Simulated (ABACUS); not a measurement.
Input of an ABACUS 3.10.1 run:

run_abacus.py

```python
"""ABACUS run from a structure file: ASE reads it, the script writes STRU, KPT and INPUT."""
import re
import subprocess
import spglib
from ase import Atoms
from ase.io import read
from ase.units import Bohr

atoms = read("Si.cif")
cell, frac, numbers = spglib.standardize_cell((atoms.cell[:], atoms.get_scaled_positions(), atoms.numbers), to_primitive=True, symprec=1e-4)
atoms = Atoms(numbers=numbers, cell=cell, scaled_positions=frac, pbc=True)  # the primitive cell
atoms = atoms[(-atoms.numbers).argsort(kind="stable")]  # ABACUS lists atoms element by element
pseudo = {'Si': 'si_pbe_v1.uspp.F.UPF'}
orbital = {}
magmoms = None
kmesh = [6, 6, 6]
params = {
    'suffix': 'Si',
    'calculation': 'cell-relax',
    'basis_type': 'pw',
    'pseudo_dir': './',
    'symmetry': 1,
    'dft_functional': 'GGA_X_B88+GGA_C_LYP',
    'ecutwfc': 40,
    'pseudo_rcut': 10,
    'nspin': 1,
    'nbands': 8,
    'ks_solver': 'dav',
    'smearing_method': 'fd',
    'smearing_sigma': 0.00367493,
    'scf_thr': 1e-08,
    'scf_nmax': 100,
    'mixing_type': 'broyden',
    'mixing_beta': 0.7,
    'cal_force': 1,
    'cal_stress': 1,
    'ecutrho': 320,
    'relax_nmax': 60,
    'force_thr_ev': 0.01,
    'relax_method': 'cg',
    'out_stru': 1,
    'stress_thr': 0.5,
    'kpar': 4,
}

symbols = atoms.get_chemical_symbols()
elements = list(dict.fromkeys(symbols))
lines = ["ATOMIC_SPECIES"] + [f"{e} {atoms.get_masses()[symbols.index(e)]:.4f} {pseudo[e]}" for e in elements]
if orbital:
    lines += ["", "NUMERICAL_ORBITAL"] + [orbital[e] for e in elements]
lines += ["", "LATTICE_CONSTANT", f"{1 / Bohr:.10f}", "", "LATTICE_VECTORS"]
lines += [" ".join(f"{x:.10f}" for x in v) for v in atoms.cell]
lines += ["", "ATOMIC_POSITIONS", "Direct"]
for e in elements:
    lines += ["", e, "0.0", str(symbols.count(e))]
    for i, p in enumerate(atoms.get_scaled_positions(wrap=False)):
        if symbols[i] == e:
            mag = "" if magmoms is None else " mag " + " ".join(str(x) for x in (magmoms[i] if isinstance(magmoms[i], list) else [magmoms[i]]))
            lines.append(" ".join(f"{x:.10f}" for x in p) + " 1 1 1" + mag)
open("STRU", "w").write("\n".join(lines) + "\n")
open("KPT", "w").write("K_POINTS\n0\nGamma\n%d %d %d 0 0 0\n" % tuple(kmesh))
open("INPUT", "w").write("INPUT_PARAMETERS\n" + "".join(f"{k:<20s}{v}\n" for k, v in params.items()))

done = subprocess.run(['mpirun', '-np', '4', 'abacus'])
if done.returncode:
    raise SystemExit(done.returncode)
log = open("OUT.Si/running_cell-relax.log").read()
print("final energy (eV):", re.findall(r"FINAL_ETOT_IS (\S+)", log))
```

Si.cif

```cif
data_Si
_cell_length_a 5.44370237
_cell_length_b 5.44370237
_cell_length_c 5.44370237
_cell_angle_alpha 90.00000000
_cell_angle_beta 90.00000000
_cell_angle_gamma 90.00000000
_space_group_name_H-M_alt 'Fd-3m'
_space_group_name_Hall 'F 4d 2 3 -1d'
_space_group_IT_number 227
loop_
_space_group_symop_operation_xyz
'x,y,z'
'-y+1/4,x+1/4,z+1/4'
'-x,-y+1/2,z+1/2'
'y+3/4,-x+1/4,z+3/4'
'x,-y,-z'
'-y+1/4,-x+3/4,-z+3/4'
'-x,y+1/2,-z+1/2'
'y+3/4,x+3/4,-z+1/4'
'z,x,y'
'z+1/4,-y+1/4,x+1/4'
'z+1/2,-x,-y+1/2'
'z+3/4,y+3/4,-x+1/4'
'-z,x,-y'
'-z+3/4,-y+1/4,-x+3/4'
'-z+1/2,-x,y+1/2'
'-z+1/4,y+3/4,x+3/4'
'y,z,x'
'x+1/4,z+1/4,-y+1/4'
'-y+1/2,z+1/2,-x'
'-x+1/4,z+3/4,y+3/4'
'-y,-z,x'
'-x+3/4,-z+3/4,-y+1/4'
'y+1/2,-z+1/2,-x'
'x+3/4,-z+1/4,y+3/4'
'-x+1/4,-y+1/4,-z+1/4'
'y,-x,-z'
'x+1/4,y+3/4,-z+3/4'
'-y+1/2,x,-z+1/2'
'-x+1/4,y+1/4,z+1/4'
'y,x+1/2,z+1/2'
'x+1/4,-y+3/4,z+3/4'
'-y+1/2,-x+1/2,z'
'-z+1/4,-x+1/4,-y+1/4'
'-z,y,-x'
'-z+3/4,x+1/4,y+3/4'
'-z+1/2,-y+1/2,x'
'z+1/4,-x+1/4,y+1/4'
'z+1/2,y,x+1/2'
'z+3/4,x+1/4,-y+3/4'
'z,-y+1/2,-x+1/2'
'-y+1/4,-z+1/4,-x+1/4'
'-x,-z,y'
'y+3/4,-z+3/4,x+1/4'
'x,-z+1/2,-y+1/2'
'y+1/4,z+1/4,-x+1/4'
'x+1/2,z+1/2,y'
'-y+3/4,z+3/4,x+1/4'
'-x+1/2,z,-y+1/2'
'x,y+1/2,z+1/2'
[... 70 lines left out ...]
'x+1/4,-z+1/4,y+1/4'
'-x+3/4,-y+1/4,-z+3/4'
'y+1/2,-x,-z+1/2'
'x+3/4,y+3/4,-z+1/4'
'-y,x,-z'
'-x+3/4,y+1/4,z+3/4'
'y+1/2,x+1/2,z'
'x+3/4,-y+3/4,z+1/4'
'-y,-x+1/2,z+1/2'
'-z+3/4,-x+1/4,-y+3/4'
'-z+1/2,y,-x+1/2'
'-z+1/4,x+1/4,y+1/4'
'-z,-y+1/2,x+1/2'
'z+3/4,-x+1/4,y+3/4'
'z,y,x'
'z+1/4,x+1/4,-y+1/4'
'z+1/2,-y+1/2,-x'
'-y+3/4,-z+1/4,-x+3/4'
'-x+1/2,-z,y+1/2'
'y+1/4,-z+3/4,x+3/4'
'x+1/2,-z+1/2,-y'
'y+3/4,z+1/4,-x+3/4'
'x,z+1/2,y+1/2'
'-y+1/4,z+3/4,x+3/4'
'-x,z,-y'
'x+1/2,y+1/2,z'
'-y+3/4,x+3/4,z+1/4'
'-x+1/2,-y,z+1/2'
'y+1/4,-x+3/4,z+3/4'
'x+1/2,-y+1/2,-z'
'-y+3/4,-x+1/4,-z+3/4'
'-x+1/2,y,-z+1/2'
'y+1/4,x+1/4,-z+1/4'
'z+1/2,x+1/2,y'
'z+3/4,-y+3/4,x+1/4'
'z,-x+1/2,-y+1/2'
'z+1/4,y+1/4,-x+1/4'
'-z+1/2,x+1/2,-y'
'-z+1/4,-y+3/4,-x+3/4'
'-z,-x+1/2,y+1/2'
'-z+3/4,y+1/4,x+3/4'
'y+1/2,z+1/2,x'
'x+3/4,z+3/4,-y+1/4'
'-y,z,-x'
'-x+3/4,z+1/4,y+3/4'
'-y+1/2,-z+1/2,x'
'-x+1/4,-z+1/4,-y+1/4'
'y,-z,-x'
'x+1/4,-z+3/4,y+3/4'
'-x+3/4,-y+3/4,-z+1/4'
'y+1/2,-x+1/2,-z'
'x+3/4,y+1/4,-z+3/4'
'-y,x+1/2,-z+1/2'
'-x+3/4,y+3/4,z+1/4'
'y+1/2,x,z+1/2'
'x+3/4,-y+1/4,z+3/4'
'-y,-x,z'
'-z+3/4,-x+3/4,-y+1/4'
'-z+1/2,y+1/2,-x'
'-z+1/4,x+3/4,y+3/4'
'-z,-y,x'
'z+3/4,-x+3/4,y+1/4'
'z,y+1/2,x+1/2'
'z+1/4,x+3/4,-y+3/4'
'z+1/2,-y,-x+1/2'
'-y+3/4,-z+3/4,-x+1/4'
'-x+1/2,-z+1/2,y'
'y+1/4,-z+1/4,x+1/4'
'x+1/2,-z,-y+1/2'
'y+3/4,z+3/4,-x+1/4'
'x,z,y'
'-y+1/4,z+1/4,x+1/4'
'-x,z+1/2,-y+1/2'
loop_
_atom_site_label
_atom_site_type_symbol
_atom_site_symmetry_multiplicity
_atom_site_Wyckoff_symbol
_atom_site_fract_x
_atom_site_fract_y
_atom_site_fract_z
_atom_site_occupancy
Si1 Si 8 a 0.5000000000 0.0000000000 0.5000000000 1
```

Potentials or basis: GBRV ultrasoft 1.5 PBE, plane waves.

Run with:

```bash
$ OMP_NUM_THREADS=1 python run_abacus.py > log
```

Question: Predict the space group after relaxing (to 0.05 Å).

Answer: Fd-3m (No. 227).

Question: What does it give for the band gap on the k mesh?

Answer: 1.01 eV, indirect (least direct gap 2.54 eV).

Question: Predict the relaxed cell.

Answer: a = 3.919 Å, b = 3.919 Å, c = 3.919 Å, α = 60.00°, β = 60.00°, γ = 60.00°.

Final structure:
```yaml
crystal:
  lattice:
    - [0.00000, 2.77141, 2.77141]
    - [2.77141, 0.00000, 2.77141]
    - [2.77141, 2.77141, 0.00000]
  atoms:
    - { symbol: Si, position: [0.00000, 0.00000, 0.00000] }
    - { symbol: Si, position: [0.25000, 0.25000, 0.25000] }
```

 A k mesh can miss the band edges.
